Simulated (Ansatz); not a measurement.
Calculated ³⁵Cl NMR of the central transition for NaCl

Cell: a Materials Project structure (computed, not necessarily an observed phase), atoms as given.

```cif
data_NaCl
_symmetry_space_group_name_H-M 'P-62m'
_symmetry_Int_Tables_number 189
_cell_length_a 6.7996
_cell_length_b 6.7996
_cell_length_c 7.0948
_cell_angle_alpha 90.000
_cell_angle_beta 90.000
_cell_angle_gamma 120.000
loop_
_atom_site_label
_atom_site_type_symbol
_atom_site_symmetry_multiplicity
_atom_site_Wyckoff_symbol
_atom_site_fract_x
_atom_site_fract_y
_atom_site_fract_z
Na1 Na 3 g 0.0000 0.6692 0.5000
Na4 Na 3 f 0.0000 0.3366 0.0000
Cl7 Cl 4 h 0.6667 0.3333 0.2504
Cl11 Cl 2 e 0.0000 0.0000 0.7509
```

One atom of each set is listed.

All values are calculated (Ansatz; DFT, r2SCAN, plane waves and PAW, scalar-relativistic, 500 eV cutoff, Γ-centred 5×5×4 k-points, Fermi–Dirac smearing 0.02 eV), not measured.

³⁵Cl has I = 3/2 and Q = -81.12 mb (Pyykkö 2018); at 23.5 T its Larmor frequency is ν₀ = 98.1 MHz. Only the quadrupole interaction is simulated: positions count from each site's isotropic chemical shift, and J coupling is left out, as are shift anisotropy and dipolar coupling, which fast spinning averages.

Task: Give C_Q, η, the quadrupolar product P_Q = |C_Q|(1 + η²/3)^½, the second-order isotropic shift and the breadth of the pattern (fast magic-angle spinning) for each Cl site.

Result: 

```json
{"site": "Cl7", "first shell": "6 Na at 2.87–2.88 Å", "C_Q (MHz)": "0.815", "η": "0.00", "P_Q (MHz)": "0.815", "δ_QIS (ppm)": "-1.72", "breadth (kHz)": "0.362"}
{"site": "Cl11", "first shell": "6 Na at 2.87–2.89 Å", "C_Q (MHz)": "0.862", "η": "0.00", "P_Q (MHz)": "0.862", "δ_QIS (ppm)": "-1.93", "breadth (kHz)": "0.405"}
```

δ_QIS = −(ν_Q²/30ν₀²)[I(I+1) − 3/4](1 + η²/3) × 10⁶ ppm with ν_Q = 3|C_Q|/[2I(2I−1)]; it falls as 1/B₀² in ppm, and the breadth as 1/B₀ in kHz.

An axis of threefold or higher order runs through Cl7 and Cl11, so V_zz lies along it and η is zero.
